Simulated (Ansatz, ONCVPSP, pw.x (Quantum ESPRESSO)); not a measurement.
Which Ta potential is closest to all-electron in the fcc crystal?

All use PBE, scalar-relativistic, no spin, cutoffs from each file’s atomic test, pw.x 7.5; 13³ k-points, Fermi–Dirac smearing 0.01 Ry. Δ is the rms difference from all-electron LAPW of the E(V) curves that follow from fits to the pressures, over ±6 % in volume. Mesh and smearing are coarse and serve the comparison alone. The files are a selection: those with a ghost or negative overlap were mostly not run, and those with noisy or unconverged pressures or nearly equal Δ are left out.

All-electron: a0 = 4.224 Å (V0 = 18.84 Å³/atom), B0 = 188.4 GPa.

Problem. Rank them by Δ, smallest first.
A. optimised norm-conserving Vanderbilt (ONCV), ONCVPSP 4.0.1.1 (patched build), PBE; core [Xe] 4f14, reference 5d3 6s1.75 6p0.25; waves: 6s: rc 3.00 bohr, ncon 4, nbas 7, qcut 2.3 1/bohr, 3 projectors, debl 1.4 Ha; 6p: rc 2.95 bohr, ncon 3, nbas 6, qcut 2.4 1/bohr, 3 projectors, debl 2.7 Ha; 5d: rc 3.00 bohr, ncon 3, nbas 7, qcut 4.9 1/bohr, 2 projectors, debl 3.5 Ha; local part: polynomial inside 2.90 bohr (lpopt 5, dvloc0 0 Ha); core correction: polynomial model core, fcfact 0.15.
B. optimised norm-conserving Vanderbilt (ONCV), ONCVPSP 4.0.1.1 (patched build), PBE; core [Kr] 4d10 4f14, reference 5s2 5p6 5d3.5 6s1.5; waves: 5s+6s: rc 1.60 bohr, ncon 4, nbas 9, qcut 7.2 1/bohr, 2 projectors; 5p: rc 1.85 bohr, ncon 4, nbas 7, qcut 6.7 1/bohr, 2 projectors, debl 3.2 Ha; 5d: rc 2.65 bohr, ncon 3, nbas 8, qcut 4.8 1/bohr, 2 projectors, debl 0.3 Ha; local part: polynomial inside 1.20 bohr (lpopt 3, dvloc0 4 Ha); core correction: Teter function, fcfact 5.5, rcfact 1.45.
C. optimised norm-conserving Vanderbilt (ONCV), ONCVPSP 4.0.1.1 (patched build), PBE; core [Kr] 4d10 4f14, reference 5s2 5p6 5d3 6s2; waves: 5s+6s: rc 1.45 bohr, ncon 4, nbas 8, qcut 7.9 1/bohr, 2 projectors; 5p: rc 1.40 bohr, ncon 4, nbas 7, qcut 6.5 1/bohr, 2 projectors, debl 2.2 Ha; 5d: rc 2.05 bohr, ncon 4, nbas 7, qcut 5 1/bohr, 2 projectors, debl 3.3 Ha; local part: polynomial inside 1.35 bohr (lpopt 4, dvloc0 4 Ha); core correction: polynomial model core, fcfact 0.7.

Solution. A (0.5 meV/atom), C (7.7 meV/atom), B (10.1 meV/atom).
